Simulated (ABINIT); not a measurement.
Runs of ABINIT 10.8.3 (patched build) on Sn. It takes space group Fd-3m (No. 227, cubic). The conventional cell has a = 6.467 Å, b = 6.467 Å, c = 6.467 Å, α = 90.00°, β = 90.00°, γ = 90.00°. Around Sn (site symmetry -43m) lie 4 Sn at 2.80 Å. This isn't the form of Sn at room conditions, which is tetragonal (white tin).

```tsv
task	level	potentials or basis	cell	k mesh	cutoff (eV)	fine-grid cutoff	gap on the mesh (eV)	pressure (GPa)	V0 of scaled cells (Å³/atom)	B0 (GPa)
single point	PBEsol	PseudoDojo NC SR PBEsol v0.4.1 standard	as given	7 × 7 × 7	980	-	none	1.7	-	-
equation of state	PBEsol	PseudoDojo NC SR PBEsol v0.4.1 standard	as given	7 × 7 × 7	980	-	-	-	35.08	(b)
single point	PBEsol	PseudoDojo NC SR PBEsol v0.4.1 standard	atoms moved at random, drawn with an rms of 0.05 Å	7 × 7 × 7	980	-	none	1.8	-	-
equation of state	r2SCAN	JTH PAW PBE v2.0	as given	6 × 6 × 6	707	1306.15 eV	-	-	35.47	(a)
```

Alike in all rows: no spin polarisation; smearing fermi-dirac 0.05 eV.

Task: Estimate the missing entries.

Result: (a) 43; (b) 41.

Caveats: pressures at fixed basis lie under the slope of the energies (some runs); the PAW data sets were made with another functional, which shifts forces and pressure a little (some runs).

A k mesh can miss the band edges, and the runs leave out spin-orbit coupling on Sn.

A gap of «none» marks a metal or a gap under the smearing width.

Runs at the PBE level aren't shown here.
